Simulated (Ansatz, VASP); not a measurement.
**One calculation of Au, two programs**

```
CELL_PARAMETERS angstrom
2.94020 0.00000 0.00000
0.00000 2.94020 0.00000
0.00000 0.00000 18.15808
ATOMIC_POSITIONS crystal
Au 0.50000 0.50000 0.38550
Au 0.00000 0.00000 0.49876
Au 0.50000 0.50000 0.61201
```

Alike in both runs: functional PBE; k mesh 10 × 10 × 1; occupations gaussian, width 0.1 eV; no spin polarisation.

Ansatz relaxed the structure, and its values are those at the end. VASP's run is a single point on that final structure, the one shown.

```csv
,VASP,Ansatz
version,VASP 6.6.1,Ansatz 0.2.0
potentials or method,"VASP PAW PBE potentials, release 64 (Au)","scalar-relativistic, plane waves, PAW"
plane-wave cutoff (eV),520,420
valence electrons in the cell,33,57
```

|  | VASP | Ansatz | Ansatz less VASP |
| --- | --- | --- | --- |
| gap on the k mesh at the Fermi level (eV) | none | none | - |
| rms of the force components (eV/Å) | 0.004 | 0.000 | -0.0039 |
| work function, face that differs most (eV) | 5.05 | 5.06 | +0.006 |

A gap of «none» marks a metal or a gap that the smearing closes. With one functional, cell and mesh, what is left measures potentials, basis and numerics. The two sets of potentials don't hold the same shells in valence.

Spin-orbit coupling is left out, which matters for the levels of Au.
